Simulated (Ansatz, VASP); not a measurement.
## Ru in VASP and in Ansatz

The input INCAR:

```
SYSTEM = Ru
  PREC = Accurate
  ENCUT = 520
  EDIFF = 1E-7
  ISMEAR = 0
  SIGMA = 0.15
  LREAL = .FALSE.
  LASPH = .TRUE.
  NELM = 60
  ALGO = Normal
  ISIF = 2
  LWAVE = .FALSE.
  LCHARG = .FALSE.
  GGA = PS
  NBANDS = 21
```

File KPOINTS:

```
Automatic mesh
0
G
  18 18 10
  0 0 0
```

The input POSCAR:

```
Ru
1.0
    2.6896847531      0.0000000000      0.0000000000
   -1.3448423765      2.3293353243      0.0000000000
    0.0000000000      0.0000000000      4.4565000000
Ru
2
Direct
    0.3333333333      0.6666666667      0.2500000000
    0.6666666667      0.3333333333      0.7500000000
```

Input for Ansatz:

```yaml
crystal:
  lattice:
    - [2.6896847531, 0.0, 0.0]
    - [-1.3448423765, 2.3293353243, 0.0]
    - [0.0, 0.0, 4.4565]
  atoms:
    - { symbol: Ru, position: [0.3333333333, 0.6666666667, 0.25] }
    - { symbol: Ru, position: [0.6666666667, 0.3333333333, 0.75] }
basis:
  ecutwfc: 420
kpoints:
  mp_grid: { grid: [18, 18, 10] }
hamiltonian:
  xc: pbesol
  pseudopotentials: { kind: paw, azcp: { folder: soft_1 } }
scf:
  occupations: { method: gaussian, width: 0.15 }
output:
  forces: true
  stress: true
  eigenvalues: true
```

Alike in both runs: task single point; functional PBEsol; k mesh 18 × 18 × 10; occupations gaussian, width 0.15 eV; no spin polarisation.

|  | VASP | Ansatz |
| --- | --- | --- |
| version | VASP 6.6.1 | Ansatz 0.2.0 |
| potentials or method | VASP PAW PBE potentials, release 64 (Ru_pv) | scalar-relativistic, plane waves, PAW |
| plane-wave cutoff (eV) | 520 | 420 |
| valence electrons in the cell | 28 | 32 |

|  | VASP | Ansatz | Ansatz less VASP |
| --- | --- | --- | --- |
| gap on the k mesh at the Fermi level (eV) | none | none | - |
| pressure (GPa) | -14.5 | -14.3 | +0.15 |
| largest component of the traceless stress (GPa) | 13.86 | 13.89 | +0.022 |

A gap of «none» marks a metal or a gap that the smearing closes. With one functional, cell and mesh, what is left measures potentials, basis and numerics. The two sets of potentials don't hold the same shells in valence. Ansatz warned: «pseudo_functional_mismatch».

Caveats: the PAW data sets were made with another functional, which shifts forces and pressure a little (VASP).
